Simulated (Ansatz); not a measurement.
A relaxation computed with Ansatz, from input to last step.

```yaml
crystal:
  lattice:
    - [6.571224, 0.021815, -0.013868]
    - [0.021815, 6.59968, -0.006876]
    - [-0.013868, -0.006876, 6.295072]
  atoms:
    - { symbol: Al, position: [0.2874476349, 0.2285452388, 0.6154788083] }
    - { symbol: Al, position: [0.6581407796, 0.1599736919, 0.5421827087] }
    - { symbol: Al, position: [0.9541117596, 0.9464422637, 0.8112934685] }
    - { symbol: Al, position: [0.9853574063, 0.571867888, 0.5309448516] }
    - { symbol: Al, position: [0.5433607359, 0.403545823, 0.2580786004] }
    - { symbol: Al, position: [0.1571516086, 0.8819635423, 0.2206968714] }
    - { symbol: Al, position: [0.7844054079, 0.6446805086, 0.9442795971] }
    - { symbol: Al, position: [0.295153867, 0.5866119131, 0.9463430615] }
    - { symbol: Al, position: [0.5361033975, 0.03111662, 0.0238282845] }
    - { symbol: Al, position: [0.0826193024, 0.2814363421, 0.2039595511] }
    - { symbol: O, position: [0.6146077108, 0.1477061125, 0.2594361841] }
    - { symbol: O, position: [0.2078271053, 0.1260293815, 0.3820114943] }
    - { symbol: O, position: [0.7614623165, 0.9052196274, 0.0029140228] }
    - { symbol: O, position: [0.4731690181, 0.0879970195, 0.7508487231] }
    - { symbol: O, position: [0.5057963938, 0.3833946639, 0.5341080843] }
    - { symbol: O, position: [0.1462367667, 0.7635194804, 0.4586087418] }
    - { symbol: O, position: [0.0546035554, 0.7012771212, 0.9983029541] }
    - { symbol: O, position: [0.865711112, 0.4303031896, 0.3103178713] }
    - { symbol: O, position: [0.160552843, 0.4499261748, 0.7233893096] }
    - { symbol: O, position: [0.2848752679, 0.425974094, 0.1631082569] }
    - { symbol: O, position: [0.089666408, 0.0848415101, 0.0224124578] }
    - { symbol: O, position: [0.3935249345, 0.81905928, 0.0928750715] }
    - { symbol: O, position: [0.5980274114, 0.4726217674, 0.9716581255] }
    - { symbol: O, position: [0.9082420404, 0.137110902, 0.6261979905] }
    - { symbol: O, position: [0.8132601356, 0.7202565156, 0.6808184311] }
  symmetry: { detect: false }
basis:
  ecutwfc: 420
kpoints:
  mp_grid: { grid: [1, 1, 1], shift: [0.25, 0.25, 0.25] }
hamiltonian:
  xc: pbe
scf:
  occupations: { method: gaussian, width: 0.1 }
  lower_state_search: "off"
output:
  forces: true
  stress: true
  eigenvalues: true
relax:
  adjacent_minimum: "off"
  f_tol: 0.04
  max_steps: 70
  cell: { stress_tol: 0.3 }
```

```bash
ansatz run input.yaml --threads 2 --pin off --max-ram 5120MiB --backend cpu --events-out ev --progress --plain --runs-dir out
```

Method: DFT PBE, scalar-relativistic, plane waves, PAW (Ansatz 0.2.0).

Of 12 frames 8 are shown, positions in Å and forces in eV/Å; the SCF threshold varies from step to step. Steps run on the plane waves of an earlier cell, with a Pulay correction in the pressure. The basis is chosen afresh for the last frame, the zero of the energies, and can be on the way; energy and pressure step there, also at an unchanged geometry. Here that happened at steps 9 (-30 meV/atom, 2.9 GPa), 12 (-2 meV/atom, 0.1 GPa); the frames before carry an error of that size.

```xyz
25
Lattice="6.5712 0.0218 -0.0139 0.0218 6.5997 -0.0069 -0.0139 -0.0069 6.2951" Properties=species:S:1:pos:R:3:forces:R:3 pbc="T T T" step=1 free_energy_over_end_meV_per_atom=211.86 pressure_GPa=12.96
Al    1.8853    1.5104    3.8689   -0.8470    1.9830    0.8560
Al    4.3208    1.0664    3.4029    1.1810   -0.2070    0.4550
Al    6.2791    6.2615    5.0874   -0.1280   -0.1280    0.1110
Al    6.4801    3.7920    3.3247    0.0150    0.4480    0.1130
Al    3.5758    2.6734    1.6143    0.7020    1.1070   -0.9430
Al    1.0489    5.8226    1.3811    0.5080    0.6910   -0.1670
Al    5.1555    4.2653    5.9290    0.7290    0.5890    0.3020
Al    1.9392    3.8714    5.9492    0.9840    0.2460   -0.8840
Al    3.5232    0.2169    0.1424   -0.1350   -0.9490   -0.3190
Al    0.5462    1.8578    1.2809   -2.4370   -0.2550    0.3740
O     4.0383    0.9864    1.6236   -0.3940   -0.9780   -0.0060
O     1.3631    0.8337    2.4010    0.0560   -0.9090    0.0560
O     5.0234    5.9908    0.0016   -0.3940   -0.2420    0.2920
O     3.1008    0.5859    4.7195    0.1410   -1.0260    0.5950
O     3.3247    2.5376    3.3526    0.3040    1.0820   -0.3450
O     0.9713    5.0390    2.8797   -0.4250   -0.7250    0.3210
O     0.3603    4.6225    6.2788   -0.5300    0.3750    0.2630
O     5.6939    2.8566    1.9385    1.0660    0.6960    0.0350
O     1.0548    2.9679    4.5485    0.4580   -0.7190    0.0700
O     1.8790    2.8164    1.0199    1.2860    1.0520    0.0850
O     0.5908    0.5617    0.1393    0.0700   -0.1660   -1.3480
O     2.6025    5.4135    0.5736   -0.3680   -0.7950   -0.4380
O     3.9266    3.1255    6.1051   -1.2240   -0.2990    1.0660
O     5.9626    0.9204    3.9284   -0.8620   -0.2290    0.6600
O     5.3504    4.7665    4.2696    0.2430   -0.6420   -1.2030
25
Lattice="6.8501 -0.0924 -0.3180 -0.0938 7.1230 -0.1899 -0.3054 -0.1809 6.1343" Properties=species:S:1:pos:R:3:forces:R:3 pbc="T T T" step=3 free_energy_over_end_meV_per_atom=67.50 pressure_GPa=1.22
Al    1.9239    1.7629    3.6821    0.2300    0.4260    0.3310
Al    4.2660    0.9623    3.0970    0.5530   -0.2670    0.2720
Al    6.0843    6.3542    4.4710    0.2100    0.1170   -0.2610
Al    6.6850    3.9518    2.7509   -0.1290    0.2870   -0.0750
Al    3.6785    2.7275    1.2782    0.0720    0.1420   -0.7580
Al    0.9548    6.3629    1.1960    0.1210    0.1800    0.1510
Al    5.0213    4.3144    5.4061    0.3750    0.1330    0.0140
Al    1.6077    4.0532    5.7574    0.1930    0.2300    0.0880
Al    3.6564   -0.0410   -0.1037   -0.0030   -0.4770   -0.1330
Al    0.5014    1.9212    1.1273   -0.6540   -0.1190    0.0950
O     4.0134    0.9534    1.2883   -0.2100    0.1820   -0.2110
O     1.2468    0.8953    2.3472   -0.0910   -0.2230    0.3170
O     5.0461    6.2331   -0.4686   -0.2920   -0.2330   -0.0740
O     2.9982    0.5179    4.4287    0.0480    0.1150    0.2100
O     3.4650    2.5778    3.0419    0.0200    0.0760    0.1150
O     0.7092    5.4767    2.6695   -0.1510   -0.2020    0.0850
O    -0.0397    4.8315    6.0486   -0.3830    0.0630    0.1850
O     5.9944    2.8950    1.4233    0.3990    0.0030    0.0410
O     0.9892    3.1654    4.2528    0.2360   -0.2610   -0.2170
O     1.8680    2.9805    0.8801    0.3680    0.3090   -0.0790
O     0.5723    0.5141    0.0573   -0.1050   -0.2070   -0.2610
O     2.4853    5.8387    0.3198    0.0940   -0.1250   -0.1600
O     3.6160    3.3656    5.7985   -0.3320    0.1010    0.7420
O     5.8322    0.5468    3.5901   -0.7020   -0.1060   -0.1050
O     5.3758    4.6716    3.6967    0.1330   -0.1460   -0.3120
25
Lattice="7.0201 -0.1252 -0.3190 -0.1265 7.2158 -0.2422 -0.3069 -0.2310 5.9837" Properties=species:S:1:pos:R:3:forces:R:3 pbc="T T T" step=4 free_energy_over_end_meV_per_atom=50.60 pressure_GPa=0.34
Al    2.0500    1.8137    3.6070    0.0520    0.0810    0.1190
Al    4.3448    0.9167    2.9699    0.2540   -0.0650    0.1150
Al    6.2078    6.3127    4.2143    0.1170    0.0710   -0.3230
Al    6.8979    3.9410    2.6225   -0.1230   -0.0060   -0.1160
Al    3.6819    2.7267    1.1900   -0.0470    0.0450   -0.4160
Al    0.9410    6.4768    1.1694   -0.0210    0.0650    0.0230
Al    5.1715    4.2893    5.2802    0.0930   -0.0220    0.0980
Al    1.5952    4.1043    5.6357   -0.0140    0.0540    0.0150
Al    3.7542   -0.1240   -0.1532    0.0300   -0.2240    0.0090
Al    0.5238    1.9000    1.0677   -0.3900   -0.0460    0.0860
O     4.0521    0.9752    1.1694   -0.0580    0.0340   -0.0600
O     1.2833    0.9101    2.3259   -0.0280   -0.0770    0.1330
O     5.1128    6.2534   -0.5860   -0.1120   -0.0220    0.0020
O     3.0869    0.5073    4.3067   -0.0150    0.0570    0.0820
O     3.5816    2.5672    2.9584    0.0740    0.1020    0.0380
O     0.6436    5.6045    2.6719   -0.0550   -0.0430    0.0960
O    -0.0759    4.8542    5.9453   -0.0450    0.0430    0.1790
O     6.2505    2.8703    1.3120    0.2250    0.0490    0.0650
O     1.0867    3.2163    4.1001    0.0770   -0.0510   -0.0320
O     1.8955    2.9903    0.8229    0.2000    0.2290   -0.1180
O     0.5420    0.4741    0.0227   -0.0300   -0.0950   -0.0670
O     2.4860    5.9318    0.2900    0.0280    0.0150   -0.0870
O     3.6956    3.4516    5.7206   -0.0660   -0.0030    0.3130
O     5.8694    0.3721    3.3855   -0.2090   -0.0880   -0.0290
O     5.5484    4.5515    3.5604    0.0650   -0.1050   -0.1260
25
Lattice="7.1783 -0.2045 -0.2537 -0.2062 7.2757 -0.3557 -0.2445 -0.3395 5.8464" Properties=species:S:1:pos:R:3:forces:R:3 pbc="T T T" step=6 free_energy_over_end_meV_per_atom=39.67 pressure_GPa=0.03
Al    2.1494    1.7680    3.5550    0.0240    0.0080   -0.0280
Al    4.4664    0.9038    2.8974   -0.0950    0.0660   -0.0820
Al    6.3669    6.2102    3.7958   -0.0110   -0.0760    0.1590
Al    7.1011    3.8127    2.5448    0.0220    0.0220   -0.0940
Al    3.6659    2.6488    1.0931    0.0180    0.0700    0.0370
Al    0.8737    6.5118    1.0858   -0.0820   -0.0040    0.0740
Al    5.3567    4.2429    5.2303   -0.0050    0.0820   -0.1470
Al    1.5269    4.0356    5.5017   -0.0680   -0.0490    0.0300
Al    3.8515   -0.2188   -0.1792   -0.0420    0.0650   -0.0320
Al    0.5360    1.8024    0.9889    0.0080   -0.0150   -0.0170
O     4.0992    0.9263    1.1127   -0.0270   -0.0310    0.0690
O     1.3377    0.8671    2.2827    0.0150    0.0400   -0.0290
O     5.1692    6.2966   -0.7472    0.0110    0.0060   -0.0440
O     3.2038    0.4454    4.2181    0.0580    0.0150    0.0000
O     3.6468    2.5399    2.8781   -0.0010   -0.0350   -0.0430
O     0.4980    5.7226    2.7113    0.0620    0.0070   -0.0570
O    -0.0950    4.6894    6.0295   -0.0980   -0.0620   -0.0450
O     6.5053    2.6881    1.3323   -0.0140   -0.1300    0.0690
O     1.1846    3.2288    3.9174    0.0220   -0.0070    0.0340
O     1.9264    2.8958    0.6313    0.0320   -0.0420    0.0120
O     0.5447    0.3695   -0.0503   -0.0130   -0.0290    0.0160
O     2.4333    5.9532    0.1810    0.0050   -0.0110   -0.0270
O     3.9303    3.4057    5.7222    0.0730   -0.0610    0.0930
O     5.9502    0.2197    3.2025    0.0300    0.0650   -0.0490
O     5.7670    4.3280    3.5168    0.0760    0.1060    0.1000
25
Lattice="7.1274 -0.2508 -0.2625 -0.2530 7.2918 -0.4082 -0.2525 -0.3894 5.8965" Properties=species:S:1:pos:R:3:forces:R:3 pbc="T T T" step=7 free_energy_over_end_meV_per_atom=37.48 pressure_GPa=0.03
Al    2.1487    1.7582    3.5573    0.0310    0.0250   -0.0100
Al    4.4466    0.8683    2.8699    0.0490   -0.0010   -0.0090
Al    6.2642    6.1636    3.7614    0.0040   -0.0340   -0.0240
Al    7.0598    3.7622    2.5135    0.0670    0.0320   -0.0180
Al    3.6365    2.6265    1.0832   -0.0080   -0.0010   -0.0080
Al    0.8178    6.4970    1.0764    0.0240   -0.0370   -0.0420
Al    5.2393    4.2173    5.1921    0.0240    0.0260   -0.0120
Al    1.3917    3.9581    5.5499   -0.0160    0.0450   -0.0050
Al    3.7691   -0.2179   -0.2296   -0.0230   -0.0650    0.0140
Al    0.5098    1.7612    1.0150    0.0350    0.0260    0.0110
O     4.0172    0.8849    1.1013    0.0140    0.0180   -0.0030
O     1.3514    0.8421    2.2856   -0.0090   -0.0110    0.0160
O     5.0278    6.2980   -0.8736    0.0270    0.0630   -0.0370
O     3.1903    0.4384    4.2295    0.0010    0.0140    0.0190
O     3.6438    2.5181    2.8677   -0.0160    0.0050    0.0100
O     0.5360    5.7112    2.7024   -0.0380   -0.0080    0.0290
O    -0.2126    4.5932    6.1397   -0.0420   -0.0330   -0.0350
O     6.4281    2.5452    1.4239   -0.0520   -0.0540   -0.0040
O     1.1578    3.1928    3.9411   -0.0250    0.0120    0.0820
O     1.8781    2.8944    0.6498    0.0160   -0.0220   -0.0490
O     0.5201    0.3303   -0.0323   -0.0110    0.0350    0.0330
O     2.3365    5.9297    0.0948   -0.0090    0.0390    0.0050
O     3.9171    3.2989    5.7559   -0.0400   -0.0760    0.0270
O     5.9122    0.1221    3.1623   -0.0260   -0.0080    0.0070
O     5.7599    4.3190    3.5159    0.0230    0.0060    0.0040
25
Lattice="7.1376 -0.2500 -0.2564 -0.2521 7.2847 -0.4053 -0.2467 -0.3867 5.8984" Properties=species:S:1:pos:R:3:forces:R:3 pbc="T T T" step=9 free_energy_over_end_meV_per_atom=7.67 pressure_GPa=2.98
Al    2.1627    1.7636    3.5620   -0.0190    0.0010   -0.0190
Al    4.4664    0.8801    2.8744    0.0160   -0.0300   -0.0020
Al    6.2798    6.1597    3.7699    0.0140    0.0010    0.0140
Al    7.0796    3.7609    2.5200   -0.0060   -0.0020   -0.0090
Al    3.6366    2.6188    1.0796   -0.0050    0.0120    0.0170
Al    0.8196    6.4925    1.0800   -0.0070    0.0000    0.0120
Al    5.2513    4.2169    5.1997    0.0160   -0.0130   -0.0040
Al    1.3863    3.9598    5.5530    0.0030    0.0030   -0.0330
Al    3.7736   -0.2196   -0.2258    0.0010    0.0120   -0.0060
Al    0.5145    1.7597    1.0228   -0.0020   -0.0020    0.0020
O     4.0267    0.8803    1.1081   -0.0060   -0.0150   -0.0040
O     1.3619    0.8437    2.2920    0.0000    0.0150   -0.0030
O     5.0341    6.2946   -0.8746   -0.0120    0.0060    0.0090
O     3.2068    0.4508    4.2402    0.0160   -0.0240    0.0150
O     3.6507    2.5259    2.8648   -0.0070    0.0440   -0.0030
O     0.5419    5.7094    2.7077    0.0010    0.0060    0.0160
O    -0.2140    4.5865    6.1520   -0.0280   -0.0010    0.0110
O     6.4393    2.5343    1.4443    0.0140   -0.0080   -0.0040
O     1.1619    3.1924    3.9482   -0.0010    0.0200    0.0040
O     1.8813    2.8881    0.6400   -0.0200   -0.0070    0.0150
O     0.5118    0.3288   -0.0226    0.0020   -0.0110   -0.0090
O     2.3336    5.9250    0.0940    0.0160   -0.0070   -0.0020
O     3.9364    3.2837    5.7555    0.0130    0.0180   -0.0110
O     5.9248    0.1221    3.1681    0.0010    0.0040   -0.0120
O     5.7844    4.3170    3.5288    0.0010   -0.0240    0.0030
25
Lattice="7.2820 -0.3102 -0.2842 -0.3126 7.3787 -0.4705 -0.2735 -0.4488 5.8456" Properties=species:S:1:pos:R:3:forces:R:3 pbc="T T T" step=10 free_energy_over_end_meV_per_atom=1.93 pressure_GPa=0.63
Al    2.1984    1.7616    3.5304    0.0550   -0.0160   -0.0080
Al    4.5074    0.8167    2.8287   -0.0550    0.0340    0.0320
Al    6.2977    6.1426    3.6234    0.0170   -0.0400    0.0080
Al    7.1953    3.7442    2.4174    0.0300    0.0500    0.0030
Al    3.6760    2.6028    1.0274    0.0010   -0.0530   -0.0310
Al    0.7783    6.5663    1.0077   -0.0160    0.0320    0.0000
Al    5.3053    4.1762    5.0882   -0.0050    0.0000   -0.0530
Al    1.3106    3.9453    5.4700   -0.0350    0.0630   -0.0480
Al    3.8439   -0.2743   -0.2560    0.0050   -0.0360    0.0190
Al    0.5520    1.7557    0.9820   -0.0340   -0.0280    0.0380
O     4.0801    0.8559    1.0608    0.0010    0.0040    0.0030
O     1.3903    0.8398    2.2607   -0.0200    0.0060    0.0140
O     5.0392    6.2988   -0.9695    0.0010    0.0600   -0.0090
O     3.2410    0.3937    4.1810   -0.0160    0.0020    0.0230
O     3.6932    2.4905    2.8181    0.0390   -0.0320   -0.0040
O     0.4543    5.7890    2.6367   -0.0140    0.0100   -0.0090
O    -0.2849    4.5762    6.0640    0.0370   -0.0230   -0.0170
O     6.6319    2.4826    1.3540    0.0230   -0.0350   -0.0150
O     1.1783    3.2260    3.8393    0.0110   -0.0120    0.0170
O     1.9230    2.8825    0.5284    0.0120   -0.0190   -0.0070
O     0.4940    0.2892   -0.0186   -0.0300    0.0070    0.0130
O     2.3144    5.9762    0.0293   -0.0320    0.0250   -0.0150
O     4.0430    3.2202    5.7156    0.0280   -0.0260    0.0420
O     5.9587    0.0276    3.1257   -0.0080    0.0400   -0.0380
O     5.8755    4.2770    3.4195    0.0050   -0.0130    0.0440
25
Lattice="7.3492 -0.3058 -0.2702 -0.3079 7.3819 -0.4681 -0.2602 -0.4466 5.8595" Properties=species:S:1:pos:R:3:forces:R:3 pbc="T T T" step=12 free_energy_over_end_meV_per_atom=0.00 pressure_GPa=0.03
Al    2.2294    1.7651    3.5417    0.0150   -0.0050    0.0010
Al    4.5408    0.8141    2.8548   -0.0120    0.0100    0.0100
Al    6.3590    6.1582    3.6555    0.0070    0.0010    0.0000
Al    7.2820    3.7650    2.4457   -0.0030   -0.0080    0.0060
Al    3.7061    2.5868    1.0279    0.0140    0.0250   -0.0120
Al    0.7852    6.5786    1.0069   -0.0020    0.0010    0.0110
Al    5.3867    4.1820    5.1264   -0.0010   -0.0210    0.0130
Al    1.3214    3.9579    5.4745    0.0160    0.0150    0.0120
Al    3.8786   -0.2826   -0.2441   -0.0070   -0.0060    0.0060
Al    0.5830    1.7646    0.9857   -0.0190    0.0040   -0.0220
O     4.1199    0.8412    1.0805    0.0040   -0.0030   -0.0050
O     1.4227    0.8479    2.2625    0.0020   -0.0210    0.0020
O     5.0832    6.2978   -0.9564   -0.0020    0.0100   -0.0090
O     3.2704    0.3945    4.2074    0.0060    0.0090    0.0000
O     3.7267    2.4856    2.8251    0.0010   -0.0020   -0.0050
O     0.4462    5.8122    2.6382   -0.0070    0.0040    0.0070
O    -0.2608    4.5888    6.0790    0.0030   -0.0130   -0.0110
O     6.7472    2.5005    1.3781    0.0020    0.0040   -0.0030
O     1.2151    3.2429    3.8421   -0.0060   -0.0070   -0.0060
O     1.9637    2.8780    0.4950   -0.0030    0.0000   -0.0070
O     0.4739    0.2942   -0.0077   -0.0020   -0.0030    0.0140
O     2.3258    5.9838    0.0198   -0.0140   -0.0160   -0.0030
O     4.1554    3.2016    5.7699    0.0130   -0.0020    0.0190
O     6.0017    0.0405    3.1593   -0.0110    0.0170   -0.0040
O     5.9645    4.2813    3.4622    0.0050    0.0070   -0.0150
```

Time: 38 s on 2 threads of Arm Neoverse V1, with other jobs on the host, peak memory 0.45 GiB.

The k mesh is coarse.